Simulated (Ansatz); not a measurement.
AlP: levels and charges under dearer methods

A database entry relaxed whole under r2SCAN at zero pressure (F-43m, No. 216):

```
Al P
1.0
     0.00000    2.73913    2.73913
     2.73913    0.00000    2.73913
     2.73913    2.73913    0.00000
Al P
1 1
Direct
  0.00000 0.00000 0.00000
  0.25000 0.25000 0.25000
```

Its volume is 20.55 Å³ an atom, +1.5 % against the entry's 20.25, which is old or was flagged in a check.

Single points on this cell with plane-wave PAW DFT (Ansatz 0.2.0; r2SCAN 500 eV, hybrids 420 eV; fermi-dirac occupations of width 0.020 eV; no moments): r2SCAN on a 10×10×10 Γ-centred mesh; HSE06 on a 8×8×8 Γ-centred mesh; PBE0 on a 8×8×8 Γ-centred mesh.

Question: What does each level give for gap and charges?

Answer: The runs give:

```tsv
level	gap (eV), or kind	pressure (GPa)	Bader charge of Al (e)	Bader charge of P (e)
r2SCAN	1.92	0.0	+2.19	-2.19
HSE06	2.28	-0.2	+2.16	-2.16
PBE0	2.96	-0.3	+2.17	-2.17
```

Under r2SCAN the gap is 1.92 eV, over mesh and band path. HSE06 moves it by +0.36 eV and PBE0 by +1.03 eV; PBE0 keeps its exact exchange at long range, which widens the gap over HSE06's by 0.67 eV on their common mesh.

Caveats: the relaxation kept the start's symmetry; HSE06 is read on its mesh and at the zone's corners, PBE0 on its mesh alone; hybrid pressures are good to a few tenths of a GPa; pressure is positive in compression.
